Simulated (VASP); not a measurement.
**BN in VASP 6.6.1, single-point calculation**

INCAR

```
EDIFF = 1E-7
ENCUT = 520
ISIF = 2
IBRION = -1
LCHARG = .FALSE.
LWAVE = .FALSE.
LREAL = .FALSE.
NELM = 59
ISMEAR = 1
GGA = PE
LASPH = .TRUE.
SIGMA = 0.2
PREC = Accurate
NBANDS = 11
NSW = 0
```

KPOINTS

```
KPOINTS created by Atomic Simulation Environment
0
Gamma
6 6 6
0 0 0
```

POSCAR

```
B  N
 1.0000000000000000
     0.0000000000000000    1.7458259350000001    1.7283676755999999
     1.7458259350000001    0.0000000000000000    1.7283676755999999
     1.7458259350000001    1.7458259350000001    0.0000000000000000
 B   N
   1   1
Cartesian
  0.0000000000000000  0.0000000000000000  0.0000000000000000
  1.7458259350000001  1.7458259350000001  1.7283676755999999
```

The recommended PBE PAW datasets give the neutral cell 8 valence electrons.

Command

```
mpirun -np 1 vasp_std
```

OSZICAR

```
N       E                     dE             d eps       ncg     rms          rms(c)
DAV:   1     0.116669070225E+02    0.11667E+02   -0.49962E+03   692   0.728E+02
DAV:   2    -0.143251947916E+02   -0.25992E+02   -0.25029E+02   765   0.160E+02
DAV:   3    -0.147564332582E+02   -0.43124E+00   -0.43029E+00   789   0.174E+01
DAV:   4    -0.147567710555E+02   -0.33780E-03   -0.33779E-03   723   0.545E-01
DAV:   5    -0.147567712086E+02   -0.15315E-06   -0.15328E-06   777   0.123E-02    0.636E+00
DAV:   6    -0.139072025263E+02    0.84957E+00   -0.41702E+00   720   0.107E+01    0.243E+00
DAV:   7    -0.139127635326E+02   -0.55610E-02   -0.82694E-02   717   0.241E+00    0.159E+00
DAV:   8    -0.139170802285E+02   -0.43167E-02   -0.71435E-03   687   0.641E-01    0.287E-01
DAV:   9    -0.139168518292E+02    0.22840E-03   -0.10037E-03   728   0.169E-01    0.786E-02
DAV:  10    -0.139168594427E+02   -0.76135E-05   -0.33630E-05   726   0.456E-02    0.409E-03
DAV:  11    -0.139168597882E+02   -0.34558E-06   -0.47046E-07   741   0.547E-03    0.300E-03
DAV:  12    -0.139168597820E+02    0.62155E-08   -0.30606E-08   443   0.164E-03
   1 F= -.13916860E+02 E0= -.13917075E+02  d E =0.645714E-03
```

From OUTCAR

```
k-points           NKPTS =     30   k-points in BZ     NKDIM =     30   number of bands    NBANDS=     11

   NELECT =       8.0000    total number of electrons

   dimension x,y,z NGX =    18 NGY =   18 NGZ =   18
   dimension x,y,z NGXF=    36 NGYF=   36 NGZF=   36

  energy-cutoff  :      520.00
  volume of cell :       10.54
      direct lattice vectors                 reciprocal lattice vectors
     0.000000000  1.745825935  1.728367676    -0.286397395  0.286397395  0.289290298
     1.745825935  0.000000000  1.728367676     0.286397395 -0.286397395  0.289290298
     1.745825935  1.745825935  0.000000000     0.286397395  0.286397395 -0.289290298

 k-points in reciprocal lattice and weights: KPOINTS created by Atomic Simulation Env
   0.00000000  0.00000000  0.00000000       0.005
   0.16666667  0.00000000  0.00000000       0.037
   0.33333333 -0.00000000  0.00000000       0.037
   0.50000000 -0.00000000  0.00000000       0.019
   0.16666667  0.16666667  0.00000000       0.009
   0.33333333  0.16666667  0.00000000       0.037
   0.50000000  0.16666667  0.00000000       0.037
  -0.33333333  0.16666667  0.00000000       0.037
   ...

 E-fermi :  10.7834

 k-point     1 :       0.0000    0.0000    0.0000
  band No.  band energies     occupation
      1     -12.0936      2.00000
      2       9.5169      2.00000
      3       9.7522      2.00000
      4       9.7522      2.00000
      5      19.9954      0.00000
      6      22.5607      0.00000
      7      22.5607      0.00000
      8      23.1133      0.00000
      9      29.1444      0.00000
     10      29.1444      0.00000
     11      29.3043      0.00000

 k-point     2 :       0.1667    0.0000    0.0000
  band No.  band energies     occupation
      1     -11.3108      2.00000
      2       6.7244      2.00000
      3       9.5846      2.00000
      4       9.6847      2.00000
      5      20.0570      0.00000
      6      20.3514      0.00000
      7      20.6873      0.00000
      8      22.8128      0.00000
      9      28.2820      0.00000
     10      31.0883      0.00000
     11      31.1411      0.00000

 k-point     3 :       0.3333   -0.0000    0.0000
  band No.  band energies     occupation
      1      -9.0787      2.00000
      2       1.3581      2.00000
      3       9.7271      2.00000
      4       9.7351      2.00000
      5      17.1212      0.00000
      6      17.3064      0.00000
      7      18.6078      0.00000
      8      24.0428      0.00000
      9      30.4947      0.00000
     10      36.2102      0.00000
     11      36.2547      0.00000

 k-point     4 :       0.5000   -0.0000    0.0000
  band No.  band energies     occupation
      1      -6.8447      2.00000
      2      -2.1355      2.00000
      3       9.8744      2.00000
      4       9.9512      2.00000
      5      15.7113      0.00000
      6      15.8443      0.00000
      7      17.9340      0.00000
      8      24.4658      0.00000
      9      33.3955      0.00000
     10      39.0154      0.00000
     11      42.5899      0.00000

 k-point     5 :       0.1667    0.1667    0.0000
  band No.  band energies     occupation
      1     -11.0325      2.00000
      2       8.1582      2.00000
      3       8.1582      2.00000
      4       8.3356      2.00000
      5      17.6021      0.00000
      6      21.6753      0.00000
      7      22.8104      0.00000
      8      22.8104      0.00000
      9      24.6233      0.00000
     10      33.8718      0.00000
     11      33.8718      0.00000

 ...

  Total        0.4625975      0.4625975      0.6190854      0.0000000      0.0000000      0.0000000
  in kB       70.3470489     70.3470489     94.1441011      0.0000000      0.0000000      0.0000000
  external PRESSURE =      78.2793997 kB  Pullay stress =       0.0000000 kB

 POSITION                                       TOTAL-FORCE (eV/Angst)
 -----------------------------------------------------------------------------------
      0.00000      0.00000      0.00000        -0.000000     -0.000000      0.000000
      1.74583      1.74583      1.72837         0.000000      0.000000      0.000000
 -----------------------------------------------------------------------------------
    total drift:                               -0.000000     -0.000000     -0.000000

  FREE ENERGIE OF THE ION-ELECTRON SYSTEM (eV)
  ---------------------------------------------------
  free  energy   TOTEN  =       -13.9168597820 eV

  energy  without entropy=      -13.9175054961  energy(sigma->0) =      -13.91707502
```

It converged. Results: gap between bands v and c on the k mesh 1.10 eV; least direct gap on the k mesh 5.76 eV; pressure 7.8 GPa. Band v is the last that the valence electrons fill when counted band by band, and c is the next.

These settings aren't sound, so the numbers aren't properties of the crystal.

On sound settings PBE gives a gap of 1.11 eV on its mesh and a pressure of 8.0 GPa for the intended cell.

The run took about 3.5 s on one core of a shared host (Intel Xeon Platinum 8488C) and held 0.11 GiB at most.
